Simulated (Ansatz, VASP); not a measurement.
# One calculation of HfC, two programs

The input INCAR:

```
PREC     = Accurate       # precision mode
ENCUT    = 600            # plane-wave cutoff, eV
EDIFF    = 1E-7           # SCF threshold, eV
ISMEAR   = 0              # smearing method
SIGMA    = 0.1            # smearing width, eV
LREAL    = False          # projectors in reciprocal space
LASPH    = True           # aspherical terms in the spheres
NELM     = 80             # most SCF steps
ALGO     = Normal         # electronic algorithm
ISIF     = 3              # what is computed and relaxed
LWAVE    = False          # write WAVECAR
LCHARG   = False          # write CHGCAR
GGA      = PE             # functional
IBRION   = 2              # ionic algorithm
NSW      = 90             # ionic steps
EDIFFG   = -0.04          # ionic threshold
```

The input KPOINTS:

```
Automatic mesh
0
Gamma
  6 6 4
```

POSCAR

```
HfC
1.0
    3.7080203000      0.0000000000      0.0000000000
   -1.8540101500      3.2112397800      0.0000000000
    0.0000000000      0.0000000000      6.0489537800
Hf C
2 2
Direct
    0.6666666700      0.3333333300      0.4999533600
    0.3333333300      0.6666666700      0.9999533600
    0.6666666700      0.3333333300      0.8759066500
    0.3333333300      0.6666666700      0.3759066500
```

Input for Ansatz:

```yaml
crystal:
  lattice:
    - [3.7080203, 0.0, 0.0]
    - [-1.85401015, 3.21123978, 0.0]
    - [0.0, 0.0, 6.04895378]
  atoms:
    - { symbol: Hf, position: [0.66666667, 0.33333333, 0.49995336] }
    - { symbol: Hf, position: [0.33333333, 0.66666667, 0.99995336] }
    - { symbol: C, position: [0.66666667, 0.33333333, 0.87590665] }
    - { symbol: C, position: [0.33333333, 0.66666667, 0.37590665] }
basis:
  ecutwfc: 420
kpoints:
  mp_grid: { grid: [6, 6, 4] }
hamiltonian:
  xc: pbe
scf:
  occupations: { method: gaussian, width: 0.1 }
  lower_state_search: "off"
output:
  forces: true
  stress: true
  eigenvalues: true
relax:
  adjacent_minimum: "off"
  f_tol: 0.04
  max_steps: 70
  cell: { stress_tol: 0.4 }
```

Change from the starting cell: species swapped into the CdSe type (P6_3mc, No. 186).

Alike in both runs: task relaxation of cell and atoms; functional PBE; k mesh 6 × 6 × 4; occupations gaussian, width 0.1 eV; no spin polarisation.

|  | VASP | Ansatz |
| --- | --- | --- |
| version | VASP 6.6.1 | Ansatz 0.2.0 |
| potentials or method | VASP PAW PBE potentials, release 64 (Hf_pv, C) | scalar-relativistic, plane waves, PAW |
| plane-wave cutoff (eV) | 600 | 420 |
| valence electrons in the cell | 28 | 60 |

Ansatz gave:

```
gap on the k mesh at the Fermi level, each at its own relaxed structure (eV) : none
relaxed volume (Å³/atom)                                                     : 14.92
relaxed cell length with the largest relative difference (Å)                 : 3.846
energy change over the relaxation (meV/atom)                                 : -365
```

**Question.** Which values does VASP return?

**Answer.** gap on the k mesh at the Fermi level, each at its own relaxed structure (eV): none; relaxed volume (Å³/atom): 14.87; relaxed cell length with the largest relative difference (Å): 3.840; energy change over the relaxation (meV/atom): -377.

A gap of «none» marks a metal or a gap that the smearing closes. The two sets of potentials don't hold the same shells in valence.

Caveats: the volume moved by over 15 % at a fixed basis, so the end points are rough (VASP). Spin-orbit coupling is left out, which matters for the levels of Hf.
